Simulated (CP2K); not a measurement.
A run of CP2K 2026.2 is set up as follows.

Contents of ti_scf.inp:

```
&GLOBAL
  PROJECT ti_scf
  RUN_TYPE ENERGY_FORCE
  PRINT_LEVEL LOW
&END GLOBAL
&FORCE_EVAL
  METHOD QS
  STRESS_TENSOR ANALYTICAL
  &DFT
    BASIS_SET_FILE_NAME BASIS_MOLOPT_UZH
    POTENTIAL_FILE_NAME POTENTIAL_UZH
    &MGRID
      CUTOFF 450
      REL_CUTOFF 60
      NGRIDS 4
    &END MGRID
    &QS
      METHOD GPW
      EPS_DEFAULT 1.0E-10
    &END QS
    &KPOINTS
      SCHEME MONKHORST-PACK 7 7 9
      GAMMA_CENTERED T
      SYMMETRY T
      SYMMETRY_BACKEND SPGLIB
    &END KPOINTS
    &SCF
      SCF_GUESS ATOMIC
      EPS_SCF 1.0E-6
      MAX_SCF 100
      ADDED_MOS 21
      CHOLESKY OFF
      EPS_EIGVAL 1.0E-7
      &DIAGONALIZATION ON
        ALGORITHM STANDARD
      &END DIAGONALIZATION
      &MIXING ON
        METHOD BROYDEN_MIXING
        ALPHA 0.4
        BETA 1.5
        NBUFFER 8
      &END MIXING
      &SMEAR ON
        METHOD FERMI_DIRAC
        ELECTRONIC_TEMPERATURE [K] 580.226
      &END SMEAR
    &END SCF
    &XC
      &XC_FUNCTIONAL
        &GGA_X_PBE_SOL
        &END GGA_X_PBE_SOL
        &GGA_C_PBE_SOL
        &END GGA_C_PBE_SOL
      &END XC_FUNCTIONAL
    &END XC
    &PRINT
      &KPOINTS ON
      &END KPOINTS
      &MULLIKEN ON
      &END MULLIKEN
      &MO ON
        ENERGIES T
        OCCUPATION_NUMBERS T
        &EACH
          QS_SCF 0
        &END EACH
        ADD_LAST NUMERIC
      &END MO
      &LOWDIN ON
      &END LOWDIN
      &HIRSHFELD ON
        SHAPE_FUNCTION DENSITY
      &END HIRSHFELD
    &END PRINT
  &END DFT
  &SUBSYS
    &CELL
      A 4.5673748306 0.0000000000 0.0000000000
      B -2.2836874153 3.9554626319 0.0000000000
      C 0.0000000000 0.0000000000 2.8262442700
      PERIODIC XYZ
    &END CELL
    &COORD
      Ti  2.2836874155 1.3184875438 1.4131221350
      Ti  -0.0000000002 2.6369750881 1.4131221350
      Ti  0.0000000000 0.0000000000 0.0000000000
    &END COORD
    &KIND Ti
      BASIS_SET TZVP-MOLOPT-PBE-GTH-q12
      POTENTIAL GTH-PBE-q12
    &END KIND
    &PRINT
      &ATOMIC_COORDINATES ON
      &END ATOMIC_COORDINATES
      &CELL ON
      &END CELL
    &END PRINT
  &END SUBSYS
  &PRINT
    &FORCES ON
    &END FORCES
    &STRESS_TENSOR ON
    &END STRESS_TENSOR
  &END PRINT
&END FORCE_EVAL
```

Potentials or basis: POTENTIAL_UZH Ti GTH-PBE-q12; TZVP-MOLOPT-PBE-GTH basis.

Launch:

```bash
$ OMP_NUM_THREADS=1 cp2k.psmp -i ti_scf.inp -o ti_scf.out
```

(1) Estimate the band gap on the k mesh.

(2) Predict the pressure.

Results:

(1) none (metal or under the smearing width).

(2) -3.4 GPa.

Caveat: the potentials were made for another functional, which shifts forces and pressure; the basis of atomic orbitals isn't converged, which shifts pressures, moduli and gaps.
